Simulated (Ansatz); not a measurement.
# Se: further runs on the relaxed cell

An exercise on one series of results from a longer session: the logs are not shown, and one member is left open.

Computed with Ansatz 0.2.0 (DFT PBE, scalar-relativistic, plane waves, PAW, unless a step's input says otherwise).

## The system as given

It takes space group P3_121 (No. 152, trigonal). Conventional cell: a = 4.526 Å, b = 4.526 Å, c = 5.044 Å, α = 90.00°, β = 90.00°, γ = 120.00°. Se (site symmetry 2) is surrounded by 2 Se at 2.40 Å.

Coordinates:

```xyz
3
Lattice="4.5257 0.0000 0.0000 -2.2629 3.9194 0.0000 0.0000 0.0000 5.0437" Properties=species:S:1:pos:R:3 pbc="T T T"
Se    0.9893    0.0000    1.6812
Se   -0.4947    0.8568    3.3624
Se    1.7682    3.0626    0.0000
```

It is the result of an earlier relaxation at this level (volume 29.82 Å³/atom; gap on the mesh: 1.03 eV).

The first run:

Input file input.yaml:

```yaml
crystal:
  lattice:
    - [4.4799981464, 0.0, 0.0]
    - [-2.2399990732, 3.8797922037, 0.0]
    - [0.0, 0.0, 4.9927029735]
  atoms:
    - { symbol: Se, position: [0.2185979076, 0.0, 0.3333333333] }
    - { symbol: Se, position: [0.0, 0.2185979076, 0.6666666667] }
    - { symbol: Se, position: [0.7814020924, 0.7814020924, 0.0] }
basis:
  ecutwfc: 420
kpoints:
  mp_grid: { grid: [6, 6, 6] }
hamiltonian:
  xc: pbe
scf:
  occupations: { method: gaussian, width: 0.02 }
output:
  forces: true
  stress: true
  eigenvalues: true
relax:
  adjacent_minimum: "off"
  f_tol: 0.01
  max_steps: 30
  cell: { stress_tol: 0.1, fix: [volume] }
```

Command:

```
> ansatz run input.yaml --threads 1 --pin off --max-ram 2560MiB --backend cpu --events-out ev --progress --plain --runs-dir out
```

Among the steps run: Volume × 0.97; The cell scaled to 1.03 of its volume; Volume × 0.94; Volume × 1.06.

One of the session's tables, all rows but one given; the rest of the session is left out.

It belongs to the step «Energy against volume». 

| volume (Å³/atom) | energy above the lowest point (meV/atom) | pressure (GPa) | gap on the mesh (eV) |
| --- | --- | --- | --- |
| 28.032 | 2.1 | 0.44 | 0.90 |
| 28.927 | 0.5 | 0.21 | 0.98 |
| 29.821 | 0.0 | 0.01 | 1.03 |
| 30.716 | ? | ? | ? |
| 31.611 | 1.1 | -0.20 | 1.16 |

Estimate the missing values for volume (Å³/atom) = 30.716.

Worked estimate for «energy above the lowest point (meV/atom)». A straight line through the neighbours (29.821, 0.0) and (31.611, 1.1) gives 0.0 + (1.1 − 0.0) × (30.716 − 29.821) / (31.611 − 29.821) = 0.6; a parabola fitted to 3 rows on both sides gives 0.2.

As computed: energy above the lowest point (meV/atom): 0.3; pressure (GPa): -0.12; gap on the mesh (eV): 1.09. In «energy above the lowest point (meV/atom)» the line misses by +0.3 and the parabola by -0.1.
